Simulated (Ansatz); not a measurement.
## Choice of functional: In

```xyz
1
Lattice="-1.6947 1.6947 2.2974 1.6947 -1.6947 2.2974 1.6947 1.6947 -2.2974" Properties=species:S:1:pos:R:3 pbc="T T T"
In    0.0000    0.0000    0.0000
```

The cell is the one relaxed in the Materials Project (mp-85), not relaxed further here; entries there can be hypothetical.

No spin–orbit coupling, which matters for the heavy atoms here.

One fixed cell is solved with several functionals by frozen-core PAW in Ansatz 0.2.0, scalar-relativistically. A positive pressure means that the functional wants a larger cell.

The PAW files were made with PBE; their cores are remade for each functional.

The runs use a Γ-centred 17×17×17 k mesh, Fermi–Dirac smearing of 0.03 eV, cutoff 420 eV, no spin polarisation.

Cutoffs: PBE 420 eV, LDA 420 eV, PBEsol 420 eV, r²SCAN 500 eV.

Question: Order the settings by the pressure that they give at this fixed cell, lowest first.
A. r²SCAN
B. LDA
C. PBE
D. PBEsol

Answer: B (-2.94 GPa), D (-1.33 GPa), A (-0.18 GPa), C (1.58 GPa).

```json
{"setting": "PBE", "P (GPa)": "1.58", "lowest level at Γ above −25 eV, from the valence-band top or, without a gap, the Fermi level (eV)": "-14.67"}
{"setting": "LDA", "P (GPa)": "-2.94", "lowest level at Γ above −25 eV, from the valence-band top or, without a gap, the Fermi level (eV)": "-14.53"}
{"setting": "PBEsol", "P (GPa)": "-1.33", "lowest level at Γ above −25 eV, from the valence-band top or, without a gap, the Fermi level (eV)": "-14.57"}
{"setting": "r²SCAN", "P (GPa)": "-0.18", "lowest level at Γ above −25 eV, from the valence-band top or, without a gap, the Fermi level (eV)": "-15.33"}
```
